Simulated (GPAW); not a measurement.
Cu:

```
Cu
1.0
     0.00000    1.80750    1.80750
     1.80750    0.00000    1.80750
     1.80750    1.80750    0.00000
Cu
1
Direct
  0.00000 0.00000 0.00000
```

- Program: GPAW 26.7.0
- Task: relaxation of cell and atoms
- Functional: PBEsol
- Dispersion: D3
- Potentials or basis: PAW data sets generated in the run's folder for this functional
- Cutoff: 600 eV
- Basis: pw
- k mesh: 13 × 13 × 13
- Occupations: fermi-dirac, width 0.05 eV
- Spin: no spin polarisation

At the start: pressure -11.4 GPa; volume 11.81 Å³/atom.

Task: How do energy, volume and symmetry change on relaxing?

Result: Over 4 steps the energy falls by 31.5 meV/atom and the volume is 10.96 Å³/atom (-7.2 %); space group Fm-3m (No. 225, to 0.05 Å).

Step by step:
```
step  energy change (eV)  largest force (eV/Å)  pressure (GPa)  volume (Å³)
   1              0.0000                0.0000          -11.39        11.81
   2             -0.0230                0.0000           -6.48        11.39
   3             -0.0312                0.0000            0.91        10.91
   4             -0.0315                0.0000           -0.06        10.96
```

Final structure:
```
CELL_PARAMETERS angstrom
0.00000 1.76312 1.76312
1.76312 0.00000 1.76312
1.76312 1.76312 0.00000
ATOMIC_POSITIONS crystal
Cu 0.00000 0.00000 0.00000
```

Caveat: with this Cu data set, volumes or pressures lay over 1.5 % or 2 GPa off other programs in two to four cells of ten; later steps reuse the first step's grids; pairwise dispersion overbinds metals, which lowers pressure and volume.
